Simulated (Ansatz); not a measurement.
# C: the cost of one run

Method: DFT PBEsol, scalar-relativistic, plane waves, PAW, in Ansatz 0.2.0.

### 1 The system as given

The structure is trigonal, space group R-3m (No. 166). Conventional cell: a = 2.629 Å, b = 2.629 Å, c = 19.058 Å, α = 90.00°, β = 90.00°, γ = 120.00°. Around C (site symmetry -3m) lie 12 C at 2.61 to 2.63 Å. C (site symmetry 3m) is surrounded by 12 C at 2.61 to 2.63 Å.

Coordinates:

```cif
data_structure
_symmetry_space_group_name_H-M 'R-3m:H'
_symmetry_Int_Tables_number 166
_cell_length_a 2.6289
_cell_length_b 2.6289
_cell_length_c 19.0581
_cell_angle_alpha 90.000
_cell_angle_beta 90.000
_cell_angle_gamma 120.000
_cell_volume 114.07
loop_
_atom_site_label
_atom_site_type_symbol
_atom_site_symmetry_multiplicity
_atom_site_Wyckoff_symbol
_atom_site_fract_x
_atom_site_fract_y
_atom_site_fract_z
_atom_site_occupancy
C1 C 3 a 0.00000 0.00000 0.00000 1
C2 C 6 c 0.33333 0.66667 0.88889 1
```

This is candidate A: samarium (9R) type (R-3m, No. 166).

(A quick probe on a coarse mesh, which set the mesh and smearing, is not shown.)

### 3 A loose first relaxation (candidate A)

input.yaml reads:

```yaml
crystal:
  lattice:
    - [1.3144610043, 0.7589044146, 6.3527075546]
    - [-1.3144610043, 0.7589044146, 6.3527075546]
    - [0.0, -1.5178088294, 6.3527075546]
  atoms:
    - { symbol: C, position: [0.0, 0.0, 0.0] }
    - { symbol: C, position: [0.22222, 0.22222, 0.22222] }
    - { symbol: C, position: [0.77778, 0.77778, 0.77778] }
basis:
  ecutwfc: 420
kpoints:
  mp_grid: { grid: [9, 9, 9] }
hamiltonian:
  xc: pbesol
scf:
  occupations: { method: gaussian, width: 0.1 }
  lower_state_search: "off"
output:
  forces: true
  stress: true
  eigenvalues: true
relax:
  adjacent_minimum: "off"
  f_tol: 0.04
  max_steps: 70
  cell: { stress_tol: 0.4 }
```

What time and memory should one allow on 1 thread of an Arm CPU, shared host?

About 40 s, with a peak of 0.31 GiB.
